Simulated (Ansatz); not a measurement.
# BaTe (Fm-3m): phonons at finite temperature, part 4 of 4

Aim: the vibrations and stability of BaTe with thermal and zero-point motion included.

Ansatz 0.2.0; DFT PBE, scalar-relativistic, plane waves, PAW; PAW set soft_1.

So far. Step 2 (A first coarse run): The start is under 3.9 GPa at this level and looks like an insulator or semiconductor on this mesh. Step 5 (Relaxing to small residual forces and stress): The residual pressure is -9.1e-4 GPa, small enough for phonons. The relaxed cell has a = 7.065 Å (conventional setting).

The database entry behind the starting cell differs from later determinations by our own check (about 2.5 % short), so it need not match the best structure at ambient conditions.

## 7. Self-consistent phonons (continued)

400 K; each column in its own order of rank; one wavevector of each set of like ones; translations left out; no LO-TO term. Modes at 400K, by row:

| q1 | q2 | q3 | rank | harmonic (cm⁻¹) | gaussian (cm⁻¹) | gaussian error (cm⁻¹) | hessian (cm⁻¹) | hessian error (cm⁻¹) | path integral (cm⁻¹) | path integral error (cm⁻¹) |
| --- | --- | --- | --- | --- | --- | --- | --- | --- | --- | --- |
| 0 | 0 | 0 | 1 | 86.2 | 90.6 | 0.1 | 86.7 | 0.1 | 86.7 | 0.2 |
| 0 | 0 | 0 | 2 | 86.2 | 90.6 | 0.1 | 86.7 | 0.1 | 86.7 | 0.2 |
| 0 | 0 | 0 | 3 | 86.2 | 90.6 | 0.1 | 86.7 | 0.1 | 86.7 | 0.2 |
| 0 | 0 | 0.5 | 1 | 65.6 | 68 | 0 | 64.8 | 0.1 | 64.7 | 0.1 |
| 0 | 0 | 0.5 | 2 | 65.6 | 68 | 0 | 64.8 | 0.1 | 64.7 | 0.1 |
| 0 | 0 | 0.5 | 3 | 75.4 | 77.2 | 0 | 73.8 | 0 | 73.5 | 0.1 |
| 0 | 0 | 0.5 | 4 | 75.4 | 77.2 | 0 | 73.8 | 0 | 73.5 | 0.1 |
| 0 | 0 | 0.5 | 5 | 95.6 | 97.1 | 0.1 | 94.7 | 0.1 | 94.6 | 0.1 |
| 0 | 0 | 0.5 | 6 | 110.1 | 110.9 | 0.1 | 108.8 | 0.1 | 108.4 | 0.3 |
| 0 | 0.5 | 0.5 | 1 | 40 | 39.2 | 0 | 39.1 | 0 | 39 | 0.1 |
| 0 | 0.5 | 0.5 | 2 | 40 | 39.2 | 0 | 39.1 | 0 | 39 | 0.1 |
| 0 | 0.5 | 0.5 | 3 | 64.3 | 63.4 | 0.1 | 63.3 | 0.1 | 63.2 | 0.1 |
| 0 | 0.5 | 0.5 | 4 | 89.4 | 94 | 0 | 90.5 | 0.1 | 90.5 | 0.2 |
| 0 | 0.5 | 0.5 | 5 | 89.4 | 94 | 0 | 90.5 | 0.1 | 90.5 | 0.2 |
| 0 | 0.5 | 0.5 | 6 | 94.7 | 99 | 0.1 | 95.7 | 0.1 | 95.2 | 0.3 |

800 K; each column in its own order of rank; one wavevector of each set of like ones; translations left out; no LO-TO term. Modes at 800K, by row:

| q1 | q2 | q3 | rank | harmonic (cm⁻¹) | gaussian (cm⁻¹) | gaussian error (cm⁻¹) | hessian (cm⁻¹) | hessian error (cm⁻¹) | path integral (cm⁻¹) | path integral error (cm⁻¹) |
| --- | --- | --- | --- | --- | --- | --- | --- | --- | --- | --- |
| 0 | 0 | 0 | 1 | 86.2 | 94 | 0.2 | 86.8 | 0.3 | 86.4 | 0.4 |
| 0 | 0 | 0 | 2 | 86.2 | 94 | 0.2 | 86.8 | 0.3 | 86.4 | 0.4 |
| 0 | 0 | 0 | 3 | 86.2 | 94 | 0.2 | 86.8 | 0.3 | 86.4 | 0.4 |
| 0 | 0 | 0.5 | 1 | 65.6 | 69.9 | 0.1 | 64 | 0.2 | 63.5 | 0.3 |
| 0 | 0 | 0.5 | 2 | 65.6 | 69.9 | 0.1 | 64 | 0.2 | 63.5 | 0.3 |
| 0 | 0 | 0.5 | 3 | 75.4 | 78.8 | 0.3 | 72.6 | 0.4 | 71.7 | 0.4 |
| 0 | 0 | 0.5 | 4 | 75.4 | 78.8 | 0.3 | 72.6 | 0.4 | 71.7 | 0.4 |
| 0 | 0 | 0.5 | 5 | 95.6 | 98.4 | 0.3 | 94.1 | 0.4 | 93.9 | 0.4 |
| 0 | 0 | 0.5 | 6 | 110.1 | 111.4 | 0.1 | 107.5 | 0.2 | 107.2 | 0.3 |
| 0 | 0.5 | 0.5 | 1 | 40 | 38.4 | 0.2 | 38.3 | 0.2 | 38 | 0.2 |
| 0 | 0.5 | 0.5 | 2 | 40 | 38.4 | 0.2 | 38.3 | 0.2 | 38 | 0.2 |
| 0 | 0.5 | 0.5 | 3 | 64.3 | 62.8 | 0.2 | 62.6 | 0.2 | 62.3 | 0.2 |
| 0 | 0.5 | 0.5 | 4 | 89.4 | 97.7 | 0.1 | 91.1 | 0.2 | 90.6 | 0.4 |
| 0 | 0.5 | 0.5 | 5 | 89.4 | 97.7 | 0.1 | 91.1 | 0.2 | 90.6 | 0.4 |
| 0 | 0.5 | 0.5 | 6 | 94.7 | 102.5 | 0.2 | 96.5 | 0.3 | 96.4 | 0.5 |

By temperature, by row:

| T (K) | verdict | pressure (GPa) | error (GPa) | vibrational free energy (eV/cell) | entropy (J/mol-cell/K) | free energy beyond the Gaussian (eV/cell) | mean-square displacement of the first Ba, sum over three axes, rings (Å²) | rings doubtful |
| --- | --- | --- | --- | --- | --- | --- | --- | --- |
| 50 | stable | 0.139 | 0.0015 | 0.02344 | 20.09 | -3.98e-5 | 0.006992 | false |
| 200 | stable | 0.3058 | 0.0024 | -0.05916 | 76.33 | -5.78e-4 | 0.02248 | false |
| 400 | stable | 0.5379 | 0.0067 | -0.2537 | 107.8 | -0.00229 | 0.04511 | false |
| 800 | stable | 0.9862 | 0.01 | -0.7735 | 139.3 | -0.00831 | 0.09392 | false |

The lowest frequency on the supercell's wavevectors (translations apart) by temperature:

| temperature (K) | harmonic (cm⁻¹) | gaussian (cm⁻¹) | hessian (cm⁻¹) | path integral (cm⁻¹) |
| --- | --- | --- | --- | --- |
| 50 | 40.0 | 39.9 | 39.9 | 39.9 |
| 200 | 40.0 | 39.6 | 39.5 | 39.5 |
| 400 | 40.0 | 39.2 | 39.1 | 39.0 |
| 800 | 40.0 | 38.4 | 38.3 | 38.0 |

Free-energy Hessian at 800 K, interpolated by phonopy, no LO-TO term. The phonon branches at the labelled points (cm⁻¹):

| point | branch 1 | branch 2 | branch 3 | branch 4 | branch 5 | branch 6 |
| --- | --- | --- | --- | --- | --- | --- |
| Γ | 0 | 0 | 0 | 87 | 87 | 87 |
| halfway | 35 | 35 | 72 | 79 | 92 | 92 |
| X | 38 | 38 | 63 | 91 | 91 | 96 |
| halfway | 41 | 47 | 62 | 89 | 92 | 97 |
| U | 48 | 61 | 64 | 84 | 94 | 98 |
| jump to K | 48 | 61 | 64 | 84 | 94 | 98 |
| halfway | 43 | 48 | 74 | 76 | 94 | 94 |
| Γ | 0 | 0 | 0 | 87 | 87 | 87 |
| halfway | 39 | 39 | 65 | 83 | 83 | 99 |
| L | 64 | 64 | 73 | 73 | 94 | 108 |
| halfway | 58 | 59 | 76 | 76 | 94 | 101 |
| W | 56 | 56 | 73 | 74 | 96 | 96 |
| halfway | 46 | 52 | 62 | 87 | 93 | 97 |
| X | 38 | 38 | 63 | 91 | 91 | 96 |

The phonon branches as a text plot (rows in cm⁻¹):

```
    105 |                                      *******
    101 |                                   ***       **
     96 |          **************          *     *     **********
     92 |    *************  **** ****    **     * *****      ****
     87 |****          ***         ********    *             **
     83 |    *  **        * ****   **      ****             *
     78 |     **           *     **          ***      **   *
     74 |     ****         *    *               ***********
     69 |         *         ****                           *
     65 |          **     *                 *    ***        *
     60 |            *********   **             *   ***    ******
     56 |    *             *****               *      ******
     52 |               *     **           *                **
     47 |              * **     *            **              **
     43 |             ***       *  **                         **
     38 |  **   *******          **         *                   *
     34 |     **                 **      **
     29 |    *                             *
     25 |                          **
     20 | ***                        *   **
     16 |                               *
     11 | *                          *  *
      7 |
      2 |*                            **
         Γ           X  U|K            Γ         L        W     X
```

The lowest frequency on the supercell's wavevectors (translations apart) is 40.0 cm⁻¹ at 200 K (harmonic); 39.6 cm⁻¹ at 200 K (gaussian); 39.5 cm⁻¹ at 200 K (hessian). On this path the spectrum ends at 108 cm⁻¹ (at L).

## 8. What came out

```json
{
  "50 K": "stable; softest mode 39.9 cm⁻¹ (harmonic 40.0); pressure 0.139 GPa",
  "200 K": "stable; softest mode 39.5 cm⁻¹ (harmonic 40.0); pressure 0.306 GPa",
  "400 K": "stable; softest mode 39.1 cm⁻¹ (harmonic 40.0); pressure 0.538 GPa",
  "800 K": "stable; softest mode 38.3 cm⁻¹ (harmonic 40.0); pressure 0.986 GPa"
}
```

In words: At fixed cell BaTe is judged stable at 50 K, stable at 200 K, stable at 400 K and stable at 800 K. The crystal is harmonically stable on these wavevectors; at fixed cell its lowest frequency is 40.0 cm⁻¹ in the harmonic picture and 38.3 cm⁻¹ from the free energy at 800 K. At 800 K the largest relative shift among harmonically stable modes above 20 cm⁻¹ that exceeds three times its error is at q = (0, 0.5, 0.5): 40 cm⁻¹ becomes 38.3 ± 0.2 cm⁻¹, matching modes by rank. The pressure column includes 0.044 GPa of the lattice at rest on the supercell's coarser k-mesh; in the Gaussian the ions' motion adds +0.94 GPa at 800 K, from the supercell's own modes alone. The cell is held fixed, the 16-atom supercell samples only its own wavevectors, and LO–TO splitting and linewidths are not included; the verdicts are statistical. The cell of these runs is 11 % larger in volume than the database cell; frequencies and all that rests on them shift with it.

[Logs are printed without paths, hosts, clocks, repeated set-up lines and the standing remarks that a program may print on its own settings, such as how far it seeks lower states.]

[Hosts, paths, dates, database ids (printed as entryN), source tags and the programs' standing remarks are cut or masked in the printed files.]

[A step with changed settings may run another functional than the one named; its input shows which.]
